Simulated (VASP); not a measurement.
# HfC (Fm-3m) in VASP: a series of runs

One crystal, HfC, is run at these levels: PBEsol, r2SCAN; tasks: single point.

All numbers are computed with VASP 6.6.1; they aren't measurements. Logs are shortened: lines on timing, memory, paths and dates and some standing lists are left out, and cuts for length are marked.

## Step 1: The crystal as given

It takes space group Fm-3m (No. 225, cubic). The conventional cell has a = 4.605 Å, b = 4.605 Å, c = 4.605 Å, α = 90.00°, β = 90.00°, γ = 90.00°. Hf (site symmetry m-3m) is surrounded by 6 C at 2.30 Å. C (site symmetry m-3m) has 6 Hf at 2.30 Å as nearest neighbours.

The cell is a database's computed one.

## Step 2: Single point, PBEsol

INCAR reads:

```
PREC = Accurate
ENCUT = 700
EDIFF = 1E-6
ISMEAR = 0
SIGMA = 0.1
LREAL = False
LASPH = True
NELM = 80
ALGO = Fast
ISIF = 2
LWAVE = False
LCHARG = False
GGA = PS
```

KPOINTS reads:

```
Automatic mesh
0
Gamma
  16 16 16
```

POSCAR reads:

```
HfC
1.0
    0.0000000000      2.3024500000      2.3024500000
    2.3024500000      0.0000000000      2.3024500000
    2.3024500000      2.3024500000      0.0000000000
Hf C
1 1
Direct
    0.0000000000      0.0000000000      0.0000000000
    0.5000000000      0.5000000000      0.5000000000
```

Potentials or basis: VASP PAW PBE potentials, release 64 (Hf_pv, C).

Command:

```console
> cat potpaw_PBE.64/Hf_pv/POTCAR potpaw_PBE.64/C/POTCAR > POTCAR
> mpirun -np 1 vasp_std > vasp.out
```

OUTCAR:

```text
PREC = Accurate
   ENCUT = 700
   EDIFF = 1E-6
   ISMEAR = 0
   LREAL = False
   LASPH = True
   NELM = 80
   ISIF = 2
   GGA = PS

 ion  position               nearest neighbor table
   1  0.000  0.000  0.000-   2 2.30   2 2.30   2 2.30   2 2.30   2 2.30   2 2.30
   2  0.500  0.500  0.500-   1 2.30   1 2.30   1 2.30   1 2.30   1 2.30   1 2.30

  LATTYP: Found a face centered cubic cell.
 ALAT       =     4.6049000000

  Lattice vectors:

 A1 = (   0.0000000000,   2.3024500000,   2.3024500000)
 A2 = (   2.3024500000,   0.0000000000,   2.3024500000)
 A3 = (   2.3024500000,   2.3024500000,   0.0000000000)

Analysis of symmetry for initial positions (statically):
=====================================================================
 Subroutine PRICEL returns:
 Original cell was already a primitive cell.

 Routine SETGRP: Setting up the symmetry group for a
 face centered cubic supercell.

 Subroutine GETGRP returns: Found 48 space group operations
 (whereof 48 operations were pure point group operations)
 out of a pool of 48 trial point group operations.

The static configuration has the point symmetry O_h .

Analysis of symmetry for dynamics (positions and initial velocities):
=====================================================================
 Subroutine PRICEL returns:
 Original cell was already a primitive cell.

 Routine SETGRP: Setting up the symmetry group for a
 face centered cubic supercell.

 Subroutine GETGRP returns: Found 48 space group operations
 (whereof 48 operations were pure point group operations)
 out of a pool of 48 trial point group operations.

The dynamic configuration has the point symmetry O_h .

 Subroutine INISYM returns: Found 48 space group operations
 (whereof 48 operations are pure point group operations),
 and found     1 'primitive' translations

----------------------------------------------------------------------------------------

                                     Primitive cell

  volume of cell :      24.4118

  direct lattice vectors                    reciprocal lattice vectors
     0.000000000  2.302450000  2.302450000    -0.217159982  0.217159982  0.217159982
     2.302450000  0.000000000  2.302450000     0.217159982 -0.217159982  0.217159982
     2.302450000  2.302450000  0.000000000     0.217159982  0.217159982 -0.217159982

  length of vectors
     3.256156017  3.256156017  3.256156017     0.376132122  0.376132122  0.376132122

  position of ions in fractional coordinates (direct lattice)
     0.000000000  0.000000000  0.000000000
     0.500000000  0.500000000  0.500000000

  ion indices of the primitive-cell ions
   primitive index   ion index
[... 87 lines left out ...]
   EMIN   =  10.00;   EMAX   =-10.00  energy-range for DOS
   EFERMI =   0.00;   METHOD = LEGACY
   ISMEAR =     0;   SIGMA  =   0.10  broadening in eV -4-tet -1-fermi 0-gaus
   EFERMI_NEDOS =   21; number of points for ismear=-14 and -15
   IALGO  =     68    algorithm
   IMIX   =      4    mixing-type and parameters
     AMIX     =   0.40;   BMIX     =  1.00
     AMIX_MAG =   1.60;   BMIX_MAG =  1.00
  volume/ion in A,a.u.               =      12.21        82.37
  Fermi-wavevector in a.u.,A,eV,Ry     =   1.360141  2.570294 25.170559  1.849984
  Thomas-Fermi vector in A             =   2.486829
   LORBIT       =      0    0 simple, 1 ext, 2 COOP (PROOUT), +10 PAW based schemes
   GGA     = PS    functional components
   LHFCALC =     F    Hartree Fock is set to
   AEXX    =    0.0000 exact exchange contribution
   IVDW    =     0    specifies the selected vdW correction
   LEPSILON=     F    determine dielectric tensor
   LRPA    =     F    only Hartree local field effects (RPA)
 non-spin polarized calculation
 RMM-DIIS sequential band-by-band and
 Gauss-broadening in eV      SIGMA  =   0.10
  energy-cutoff  :      700.00
  volume of cell :       24.41
 maximum number of plane-waves:      1039
   NGX = 13   NGY = 13   NGZ = 13

 number of electron      13.9999999 magnetization

 Free energy of the ion-electron system (eV)
  ---------------------------------------------------
  ext. energy  EPLUGINS =         0.00000000
  ---------------------------------------------------
  free energy    TOTEN  =       -22.19888935 eV

  energy without entropy =      -22.19661975  energy(sigma->0) =      -22.19775455

 E-fermi :   6.0078     XC(G=0): -12.5649

 val. band max:        6.0074618298   @ k =   0.4375   0.3750   0.0000
 cond. band min:       6.0185018742   @ k =   0.1250   0.0625   0.0000
 fundamental gap:      0.0110400444
 Fermi energy:         6.0078200337

 k-point     1 :       0.0000    0.0000    0.0000
  band No.  band energies     occupation
      1     -23.3273      2.00000
      2     -23.3273      2.00000
      3     -23.3273      2.00000
      4      -6.4054      2.00000
      5       7.0744      0.00000
      6       7.0744      0.00000
      7       7.0744      0.00000
      8       7.3838      0.00000
      9       7.3838      0.00000
     10       7.3838      0.00000
     11       9.4859      0.00000
[... 309 lines left out ...]
 k-point    24 :      -0.0625    0.0625    0.0000
  band No.  band energies     occupation
      1     -23.4019      2.00000
      2     -23.3476      2.00000
      3     -23.3293      2.00000
      4      -6.1318      2.00000
      5       5.6352      2.00000
      6       5.9386      1.67265
      7       6.0385      0.66483
      8       7.5507      0.00000
      9       8.2492      0.00000
     10       8.2596      0.00000
     11      10.1103      0.00000

 [... further k-points ...]

------------------------ aborting loop because EDIFF is reached ----------------------------------------

  FORCE on cell =-STRESS in cart. coord.  units (eV):
  Direction    XX          YY          ZZ          XY          YZ          ZX
  --------------------------------------------------------------------------------------
  -------------------------------------------------------------------------------------
  Total       -0.0092120     -0.0092120     -0.0092120      0.0000000      0.0000000      0.0000000
  in kB       -0.6045956     -0.6045956     -0.6045956      0.0000000      0.0000000      0.0000000
  external PRESSURE =      -0.6045956 kB  Pullay stress =       0.0000000 kB

 VOLUME and BASIS-vectors are now :
 -----------------------------------------------------------------------------
  energy-cutoff  :      700.00
  volume of cell :       24.41
      direct lattice vectors                 reciprocal lattice vectors
     0.000000000  2.302450000  2.302450000    -0.217159982  0.217159982  0.217159982
     2.302450000  0.000000000  2.302450000     0.217159982 -0.217159982  0.217159982
     2.302450000  2.302450000  0.000000000     0.217159982  0.217159982 -0.217159982

 POSITION                                       TOTAL-FORCE (eV/Angst)
 -----------------------------------------------------------------------------------
      0.00000      0.00000      0.00000         0.000000     -0.000000      0.000000
      2.30245      2.30245      2.30245        -0.000000      0.000000     -0.000000
 -----------------------------------------------------------------------------------
    total drift:                                0.000000      0.000000      0.000000

  FREE ENERGIE OF THE ION-ELECTRON SYSTEM (eV)
  ---------------------------------------------------
  free  energy   TOTEN  =       -22.1988893521 eV

  energy  without entropy=      -22.1966197460  energy(sigma->0) =      -22.19775455
```

stdout:

```text
POSCAR found type information on POSCAR HfC
 POSCAR found :  2 types and       2 ions
 scaLAPACK will be used
 -----------------------------------------------------------------------------
|                                                                             |
|                                                                             |
|     You enforced a specific xc type in the INCAR file but a different       |
|     I HOPE YOU KNOW WHAT YOU ARE DOING!                                     |
|                                                                             |
 -----------------------------------------------------------------------------

 LDA part: xc-table for (Slater+PW92), standard interpolation
 POSCAR, INCAR and KPOINTS ok, starting setup
 FFT: planning ... GRIDC
 FFT: planning ... GRID_SOFT
 FFT: planning ... GRID
 WAVECAR not read
 entering main loop
```

Run time: 28 s. Hardware: 1 thread of Intel Xeon 6975P-C (Granite Rapids), shared host; peak memory 0.21 GiB.

What came out:

| Item | Value |
| --- | --- |
| Free energy | -22.1989 eV |
| Pressure | -0.1 GPa |
| Band gap on the k mesh | none (metal or under the smearing width) |

Caveat: the PAW data sets were made with another functional, which shifts forces and pressure a little. The run has no spin-orbit coupling, so splittings on Hf are missing.

## Step 3: Single point, PBEsol

Changes to INCAR since step 2:

```diff
@@ -1,3 +1,3 @@
 PREC = Accurate
-ENCUT = 700
+ENCUT = 520
 EDIFF = 1E-6
```

KPOINTS reads:

```
Automatic mesh
0
Gamma
  24 24 24
```

POSCAR is that of step 2.

Potentials or basis: VASP PAW PBE potentials, release 64 (Hf_pv, C).

Command:

```console
> cat potpaw_PBE.64/Hf_pv/POTCAR potpaw_PBE.64/C/POTCAR > POTCAR
> mpirun -np 1 vasp_std > vasp.out
```

OUTCAR:

```text
PREC = Accurate
   ENCUT = 520
   EDIFF = 1E-6
   ISMEAR = 0
   LREAL = False
   LASPH = True
   NELM = 80
   ISIF = 2
   GGA = PS

 ion  position               nearest neighbor table
   1  0.000  0.000  0.000-   2 2.30   2 2.30   2 2.30   2 2.30   2 2.30   2 2.30
   2  0.500  0.500  0.500-   1 2.30   1 2.30   1 2.30   1 2.30   1 2.30   1 2.30

  LATTYP: Found a face centered cubic cell.
 ALAT       =     4.6049000000

  Lattice vectors:

 A1 = (   0.0000000000,   2.3024500000,   2.3024500000)
 A2 = (   2.3024500000,   0.0000000000,   2.3024500000)
 A3 = (   2.3024500000,   2.3024500000,   0.0000000000)

Analysis of symmetry for initial positions (statically):
=====================================================================
 Subroutine PRICEL returns:
 Original cell was already a primitive cell.

 Routine SETGRP: Setting up the symmetry group for a
 face centered cubic supercell.

 Subroutine GETGRP returns: Found 48 space group operations
 (whereof 48 operations were pure point group operations)
 out of a pool of 48 trial point group operations.

The static configuration has the point symmetry O_h .

Analysis of symmetry for dynamics (positions and initial velocities):
[... 175 lines left out ...]
      6       7.0750      0.00000
      7       7.0750      0.00000
      8       7.3843      0.00000
      9       7.3843      0.00000
     10       7.3843      0.00000
     11       9.4865      0.00000
[... 309 lines left out ...]
 k-point    24 :       0.4583    0.0417    0.0000
  band No.  band energies     occupation
      1     -24.0645      2.00000
      2     -23.4066      2.00000
      3     -23.4062      2.00000
      4      -2.7220      2.00000
      5       0.0653      2.00000
      6       2.9918      2.00000
      7       3.0630      2.00000
      8      10.7729      0.00000
      9      11.4400      0.00000
     10      11.6113      0.00000
     11      13.5639      0.00000

 [... further k-points ...]

------------------------ aborting loop because EDIFF is reached ----------------------------------------

  FORCE on cell =-STRESS in cart. coord.  units (eV):
  Direction    XX          YY          ZZ          XY          YZ          ZX
  --------------------------------------------------------------------------------------
  -------------------------------------------------------------------------------------
  Total        0.0054569      0.0054569      0.0054569     -0.0000000     -0.0000000      0.0000000
  in kB        0.3581446      0.3581446      0.3581446     -0.0000000     -0.0000000      0.0000000
  external PRESSURE =       0.3581446 kB  Pullay stress =       0.0000000 kB

 VOLUME and BASIS-vectors are now :
 -----------------------------------------------------------------------------
  energy-cutoff  :      520.00
  volume of cell :       24.41
      direct lattice vectors                 reciprocal lattice vectors
     0.000000000  2.302450000  2.302450000    -0.217159982  0.217159982  0.217159982
     2.302450000  0.000000000  2.302450000     0.217159982 -0.217159982  0.217159982
     2.302450000  2.302450000  0.000000000     0.217159982  0.217159982 -0.217159982

 POSITION                                       TOTAL-FORCE (eV/Angst)
 -----------------------------------------------------------------------------------
      0.00000      0.00000      0.00000         0.000000     -0.000000     -0.000000
      2.30245      2.30245      2.30245        -0.000000      0.000000      0.000000
 -----------------------------------------------------------------------------------
    total drift:                                0.000000     -0.000000     -0.000000

  FREE ENERGIE OF THE ION-ELECTRON SYSTEM (eV)
  ---------------------------------------------------
  free  energy   TOTEN  =       -22.1964612807 eV

  energy  without entropy=      -22.1948606640  energy(sigma->0) =      -22.19566097
```

stdout:

```text
POSCAR found type information on POSCAR HfC
 POSCAR found :  2 types and       2 ions
 scaLAPACK will be used
 -----------------------------------------------------------------------------
|                                                                             |
|                                                                             |
|     You enforced a specific xc type in the INCAR file but a different       |
|     I HOPE YOU KNOW WHAT YOU ARE DOING!                                     |
|                                                                             |
 -----------------------------------------------------------------------------

 LDA part: xc-table for (Slater+PW92), standard interpolation
 POSCAR, INCAR and KPOINTS ok, starting setup
 FFT: planning ... GRIDC
 FFT: planning ... GRID_SOFT
 FFT: planning ... GRID
 WAVECAR not read
 entering main loop
```

Wall time 32 s (1 thread of Intel Xeon 6975P-C (Granite Rapids), shared host); peak memory 0.24 GiB.

What came out:

* Free energy: -22.1965 eV
* Pressure: 0.0 GPa
* Band gap on the k mesh: none (metal or under the smearing width)

Caveat: the PAW data sets were made with another functional, which shifts forces and pressure a little. The run has no spin-orbit coupling, so splittings on Hf are missing.

## Step 4: Single point, PBEsol

Changes to INCAR since step 3:

```diff
@@ -4,3 +4,3 @@
 ISMEAR = 0
-SIGMA = 0.1
+SIGMA = 0.5
 LREAL = False
```

KPOINTS reads:

```
Automatic mesh
0
Gamma
  16 16 16
```

POSCAR is that of step 3.

Command:

```console
> cat potpaw_PBE.64/Hf_pv/POTCAR potpaw_PBE.64/C/POTCAR > POTCAR
> mpirun -np 1 vasp_std > vasp.out
```

It took 12 s on 1 thread of Intel Xeon 6975P-C (Granite Rapids), shared host; peak memory 0.17 GiB.

The run converged. Its results:

```
Free energy            : -22.2141 eV
Pressure               : 0.1 GPa
Band gap on the k mesh : none (metal or under the smearing width)
```

Levels at points of the mesh, in eV from the Fermi level:
```
           k point  band 3  band 4  band 5  band 6  band 7  band 8  band 9  band 10  band 11
(0.00, 0.00, 0.00)  -29.35  -12.44    1.04    1.04    1.04    1.36    1.36     1.36     3.46
(0.50, 0.00, 0.00)  -29.43   -8.46   -6.31   -3.09   -3.09    5.47    5.47     5.96     6.67
(0.50, 0.50, 0.00)  -29.61  -10.49   -2.55   -1.92   -0.05   -0.05    5.47     6.96     6.96
```

Caveat: the PAW data sets were made with another functional, which shifts forces and pressure a little. Spin-orbit coupling is left out, which matters for the levels of Hf.

(Part 1 of 2 ends here.)
